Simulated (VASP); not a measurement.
The system is CdF2.

```
Cd F
1.0
     0.00000    2.69697    2.69697
     2.69697    0.00000    2.69697
     2.69697    2.69697    0.00000
Cd F
1 2
Cartesian
  0.0000 0.0000 0.0000
  1.3485 1.3485 1.3485
  4.0455 4.0455 4.0455
```

Program: VASP 6.6.1. Alike in all runs: task band structure; potentials or basis VASP PAW PBE potentials, release 64 (Cd, F); no spin polarisation; cell as given; k mesh 6 × 6 × 6; cutoff (eV) 520; smearing gaussian 0.03 eV.

Order these runs on this cell by their pressure, lowest first.
A. level PBE
B. level PBE-EpsX; exchange at q = 0 truncated; share of exact exchange 0.3569
C. level HSE06; screening parameter 0.2 1/A

B (0.6 GPa), C (2.3 GPa), A (5.8 GPa).

Caveats: the PAW data sets were made with another functional, which shifts forces and pressure a little (some runs).
